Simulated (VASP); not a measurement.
# SnTe (Pm-3m) in VASP: further runs, part 2 of 2

VASP 6.6.1. The steps go on from the part before.

## (3) Single point, LDA

Input file INCAR:

```
SYSTEM = SnTe
ADDGRID = .False.
ALGO = Normal
EDIFF = 1E-6
ENCUT = 600
GGA = CA
ISIF = 2
ISMEAR = 0
LASPH = .True.
LCHARG = .False.
LREAL = .False.
LWAVE = .False.
NELM = 100
PREC = Accurate
SIGMA = 0.05
```

Input file KPOINTS:

```
k-points
0
Gamma
  4 4 4
  0 0 0
```

Input file POSCAR:

```
SnTe
1.0
    3.9047000000      0.0000000000      0.0000000000
    0.0000000000      3.9047000000      0.0000000000
    0.0000000000      0.0000000000      3.9047000000
Te Sn
1 1
Direct
    0.5000000000      0.5000000000      0.5000000000
    0.0000000000      0.0000000000      0.0000000000
```

Potentials or basis: VASP PAW LDA potentials, release 64 (Te, Sn_d).

Run with:

```console
cat potpaw_LDA.64/Te/POTCAR potpaw_LDA.64/Sn_d/POTCAR > POTCAR
mpirun -np 1 vasp_std > vasp.out
```

OUTCAR:

```text
SYSTEM = SnTe
   EDIFF = 1E-6
   ENCUT = 600
   GGA = CA
   ISIF = 2
   ISMEAR = 0
   LASPH = .True.
   LREAL = .False.
   NELM = 100
   PREC = Accurate

 Found     10 irreducible k-points:

 Following reciprocal coordinates:
            Coordinates               Weight
  0.000000  0.000000  0.000000      1.000000
  0.250000  0.000000  0.000000      6.000000
  0.500000  0.000000  0.000000      3.000000
  0.250000  0.250000  0.000000     12.000000
  0.500000  0.250000  0.000000     12.000000
  0.500000  0.500000  0.000000      3.000000
   k-points           NKPTS =     10   k-points in BZ     NKDIM =     10   number of bands    NBANDS=     14
   number of dos      NEDOS =    301   number of ions     NIONS =      2
   total plane-waves  NPLWV =  32768
   dimension x,y,z NGX =    32 NGY =   32 NGZ =   32
   dimension x,y,z NGXF=    64 NGYF=   64 NGZF=   64
   ions per type =               1   1
   NGX,Y,Z   is equivalent  to a cutoff of  13.62, 13.62, 13.62 a.u.
   NGXF,Y,Z  is equivalent  to a cutoff of  27.25, 27.25, 27.25 a.u.
 SYSTEM =  SnTe
   PREC   = accura    normal or accurate (medium, high low for compatibility)
   ISTART =      0    job   : 0-new  1-cont  2-samecut
   ICHARG =      2    charge: 1-file 2-atom 10-const
   ISPIN  =      1    spin polarized calculation?
   LNONCOLLINEAR =      F non collinear calculations
   LSORBIT =      F    spin-orbit coupling
   LASPH  =      T    aspherical Exc in radial PAW
   ENCUT  =  600.0 eV  44.10 Ry    6.64 a.u.   7.80  7.80  7.80*2*pi/ulx,y,z
   NELM   =    100;   NELMIN=  2; NELMDL= -5     # of ELM steps
   EDIFF  = 0.1E-05   stopping-criterion for ELM
   LREAL  =      F    real-space projection
   EDIFFG = 0.1E-04   stopping-criterion for IOM
   NSW    =      0    number of steps for IOM
   IBRION =     -1    ionic relax: 0-MD 1-quasi-New 2-CG
   NFREE  =      0    steps in history (QN), initial steepest desc. (CG)
   ISIF   =      2    stress and relaxation
   ISYM   =      2    0-nonsym 1-usesym 2-fastsym
   POTIM  = 0.5000    time-step for ionic-motion
   TEBEG  =    0.0;   TEEND  =   0.0 temperature during run
   PSTRESS=    0.0 pullay stress
   NELECT =      20.0000    total number of electrons
   NUPDOWN=      -1.0000    fix difference up-down
   EMIN   =  10.00;   EMAX   =-10.00  energy-range for DOS
   EFERMI =   0.00;   METHOD = LEGACY
   ISMEAR =     0;   SIGMA  =   0.05  broadening in eV -4-tet -1-fermi 0-gaus
   EFERMI_NEDOS =   21; number of points for ismear=-14 and -15
   IALGO  =     38    algorithm
   IMIX   =      4    mixing-type and parameters
     AMIX     =   0.40;   BMIX     =  1.00
     AMIX_MAG =   1.60;   BMIX_MAG =  1.00
  volume/ion in A,a.u.               =      29.77       200.88
  Fermi-wavevector in a.u.,A,eV,Ry     =   1.138057  2.150615 17.621893  1.295173
  Thomas-Fermi vector in A             =   2.274761
   LORBIT       =      0    0 simple, 1 ext, 2 COOP (PROOUT), +10 PAW based schemes
   GGA     = CA    functional components
   LHFCALC =     F    Hartree Fock is set to
   AEXX    =    0.0000 exact exchange contribution
   IVDW    =     0    specifies the selected vdW correction
   LEPSILON=     F    determine dielectric tensor
   LRPA    =     F    only Hartree local field effects (RPA)
 non-spin polarized calculation
 Gauss-broadening in eV      SIGMA  =   0.05
  energy-cutoff  :      600.00
  volume of cell :       59.53
 maximum number of plane-waves:      2008
 NGX is ok and might be reduce to    32
   NGX = 15   NGY = 15   NGZ = 15

 number of electron      19.9999995 magnetization

 Free energy of the ion-electron system (eV)
  ---------------------------------------------------
  ext. energy  EPLUGINS =         0.00000000
  ---------------------------------------------------
  free energy    TOTEN  =        -8.16809807 eV

  energy without entropy =       -8.15823828  energy(sigma->0) =       -8.16316817

 E-fermi :   6.7845     XC(G=0): -10.0874

 val. band max:        6.7776038091   @ k =   0.5000   0.0000   0.0000
 cond. band min:       6.8013136861   @ k =   0.5000   0.2500   0.0000
 fundamental gap:      0.0237098770
 Fermi energy:         6.7845070337

 k-point     1 :       0.0000    0.0000    0.0000
  band No.  band energies     occupation
      1     -14.5737      2.00000
      2     -14.5737      2.00000
      3     -14.5369      2.00000
      4     -14.5369      2.00000
      5     -14.5369      2.00000
      6      -5.5213      2.00000
      7       1.4337      2.00000
      8       5.0972      2.00000
      9       5.0972      2.00000
     10       5.0972      2.00000
     11      10.4663      0.00000
     12      10.4663      0.00000
     13      12.0985      0.00000
     14      12.0985      0.00000

 k-point     2 :       0.2500    0.0000    0.0000
  band No.  band energies     occupation
      1     -14.5730      2.00000
      2     -14.5570      2.00000
      3     -14.5424      2.00000
      4     -14.5424      2.00000
      5     -14.5366      2.00000
      6      -5.0647      2.00000
      7       0.1050      2.00000
      8       5.2876      2.00000
      9       5.6414      2.00000
     10       5.6414      2.00000
     11       9.6700      0.00000
     12      10.6412      0.00000
     13      10.6412      0.00000
     14      10.9938      0.00000

 k-point     3 :       0.5000    0.0000    0.0000
  band No.  band energies     occupation
      1     -14.5723      2.00000
      2     -14.5479      2.00000
      3     -14.5479      2.00000
      4     -14.5403      2.00000
      5     -14.5362      2.00000
      6      -4.3617      2.00000
      7      -1.3313      2.00000
      8       6.5572      2.00000
      9       6.5572      2.00000
     10       6.7776      1.15480
     11       6.9846      0.00000
     12       8.9945      0.00000
     13       8.9945      0.00000
     14      12.2397      0.00000

 k-point     4 :       0.2500    0.2500    0.0000
  band No.  band energies     occupation
      1     -14.5645      2.00000
      2     -14.5492      2.00000
      3     -14.5480      2.00000
      4     -14.5420      2.00000
      5     -14.5414      2.00000
      6      -4.6385      2.00000
      7      -0.0146      2.00000
      8       3.2138      2.00000
      9       6.1053      2.00000
     10       6.4709      2.00000
     11       7.9516      0.00000
     12      10.2858      0.00000
     13      11.1855      0.00000
     14      13.0686      0.00000

 k-point     5 :       0.5000    0.2500    0.0000
  band No.  band energies     occupation
      1     -14.5617      2.00000
      2     -14.5560      2.00000
      3     -14.5469      2.00000
      4     -14.5410      2.00000
      5     -14.5331      2.00000
      6      -4.0221      2.00000
      7      -0.7486      2.00000
      8       3.5940      2.00000
      9       4.3289      2.00000
     10       6.8013      0.63453
     11       9.2544      0.00000
     12       9.4721      0.00000
     13       9.8686      0.00000
     14      13.8341      0.00000

 k-point     6 :       0.5000    0.5000    0.0000
  band No.  band energies     occupation
      1     -14.5641      2.00000
      2     -14.5556      2.00000
      3     -14.5459      2.00000
      4     -14.5459      2.00000
      5     -14.5215      2.00000
      6      -3.5941      2.00000
      7       0.4331      2.00000
      8       2.0829      2.00000
      9       2.0829      2.00000
     10       7.0848      0.00000
     11      10.1608      0.00000
     12      10.5681      0.00000
     13      10.5681      0.00000
     14      12.7900      0.00000

 [... further k-points ...]

------------------------ aborting loop because EDIFF is reached ----------------------------------------

  FORCE on cell =-STRESS in cart. coord.  units (eV):
  Direction    XX          YY          ZZ          XY          YZ          ZX
  --------------------------------------------------------------------------------------
  -------------------------------------------------------------------------------------
  Total       -1.4166973     -1.4166973     -1.4166973     -0.0000000     -0.0000000     -0.0000000
  in kB      -38.1262969    -38.1262969    -38.1262969     -0.0000000     -0.0000000     -0.0000000
  external PRESSURE =     -38.1262969 kB  Pullay stress =       0.0000000 kB

 VOLUME and BASIS-vectors are now :
 -----------------------------------------------------------------------------
  energy-cutoff  :      600.00
  volume of cell :       59.53
      direct lattice vectors                 reciprocal lattice vectors
     3.904700000  0.000000000  0.000000000     0.256101621  0.000000000  0.000000000
     0.000000000  3.904700000  0.000000000     0.000000000  0.256101621  0.000000000
     0.000000000  0.000000000  3.904700000     0.000000000  0.000000000  0.256101621

 POSITION                                       TOTAL-FORCE (eV/Angst)
 -----------------------------------------------------------------------------------
      1.95235      1.95235      1.95235         0.000000      0.000000      0.000000
      0.00000      0.00000      0.00000         0.000000      0.000000      0.000000
 -----------------------------------------------------------------------------------
    total drift:                                0.000000      0.000000      0.000000

  FREE ENERGIE OF THE ION-ELECTRON SYSTEM (eV)
  ---------------------------------------------------
  free  energy   TOTEN  =        -8.1680980679 eV

  energy  without entropy=       -8.1582382788  energy(sigma->0) =       -8.16316817
```

It took 7.7 s on 1 thread of AMD EPYC 9R14 (Zen 4), shared host; peak memory 0.12 GiB.

These settings aren't checked as converged: the numbers below hold their error.

What came out:

```
Free energy            : -8.1681 eV
Pressure               : -3.8 GPa
Band gap on the k mesh : none (metal or under the smearing width)
```

Caveat: the k mesh is coarse (spacing up to 0.40 Å⁻¹), so the values aren't converged.

## (4) Single point, LDA

INCAR, as its differences from that of step 3:

```diff
@@ -4,3 +4,3 @@
 EDIFF = 1E-6
-ENCUT = 600
+ENCUT = 400
 GGA = CA
```

Input file KPOINTS:

```
k-points
0
Gamma
  5 5 5
  0 0 0
```

POSCAR is that of step 3.

Run with:

```console
cat potpaw_LDA.64/Te/POTCAR potpaw_LDA.64/Sn_d/POTCAR > POTCAR
mpirun -np 1 vasp_std > vasp.out
```

Run time: 4.4 s. Hardware: 1 thread of AMD EPYC 9R14 (Zen 4), shared host; peak memory 0.1 GiB.

The run converged, but some of its settings lie outside the range that counts as converged, so its numbers aren't taken as properties of the crystal.

What came out:

| Item | Value |
| --- | --- |
| Free energy | -8.3469 eV |
| Pressure | -4.2 GPa |
| Band gap on the k mesh | none (metal or under the smearing width) |

## (5) For comparison

An earlier run on the cell as given: functional PBE; potentials or basis VASP PAW PBE potentials, release 64 (Te, Sn_d); cutoff 520 eV; k mesh 7 × 7 × 7; occupations fermi-dirac, width 0.05 eV; no spin polarisation.

- Pressure: -1.1 GPa
- Band gap on the k mesh: none (metal or under the smearing width)
